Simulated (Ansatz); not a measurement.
# How AgCl answers to pressure

```cif
data_structure
_symmetry_space_group_name_H-M 'P 1'
_symmetry_Int_Tables_number 1
_cell_length_a 4.2844
_cell_length_b 4.2844
_cell_length_c 4.2844
_cell_angle_alpha 60.000
_cell_angle_beta 60.000
_cell_angle_gamma 60.000
_cell_volume 55.61
loop_
_atom_site_label
_atom_site_type_symbol
_atom_site_fract_x
_atom_site_fract_y
_atom_site_fract_z
_atom_site_occupancy
Ag1 Ag 0.00000 0.00000 0.00000 1
Cl1 Cl 0.25000 0.25000 0.25000 1
```

The runs use the primitive cell with vectors (0.000, 3.030, 3.030), (3.030, 0.000, 3.030), (3.030, 3.030, 0.000) Å, to which the k mesh refers.

The cell was built from the zincblende type and relaxed in the same program, and has space group F-43m; it needn't be a known or the stable phase.

The calculation used DFT, PBE, all-electron LAPW, scalar-relativistic (Ansatz 0.2.0).

Sampling and basis: a Γ-centred 11×11×11 k mesh, Fermi–Dirac smearing of 0.03 eV, basis error target 1 meV/atom, no spin polarisation.

The cell is scaled evenly with fractional coordinates held. Semilocal gaps are too small, but their slopes carry over better.

```csv
V/V(cell),P (GPa),gap on the k mesh (eV)
0.9800,0.65,1.272
1.0000,0.01,1.296
1.0200,-0.56,1.319
1.0600,-1.50,1.365
```

(1) From the rows at 0.9800 and 1.0200, what is the bulk modulus at the cell's volume?

(2) What are the gap's volume deformation potential and pressure coefficient?

(3) Predict the row at V/V(cell) = 0.9405. How far is a linear estimate of P off?

Results:

(1) B = −ΔP/Δln V = −[(-0.56) − (0.65)]/0.04001 = 30.2 GPa.

(2) dEg/dln V = (1.319 − 1.272)/0.04001 = 1.17 eV, and dEg/dP = −(dEg/dln V)/B = -39 meV/GPa: pressure narrows the gap.

(3) P = 2.16 GPa, gap 1.224 eV. The linear estimate P(cell) − B ln(V/V(cell)) = 1.86 GPa misses by 0.30 GPa, since the modulus grows under compression.
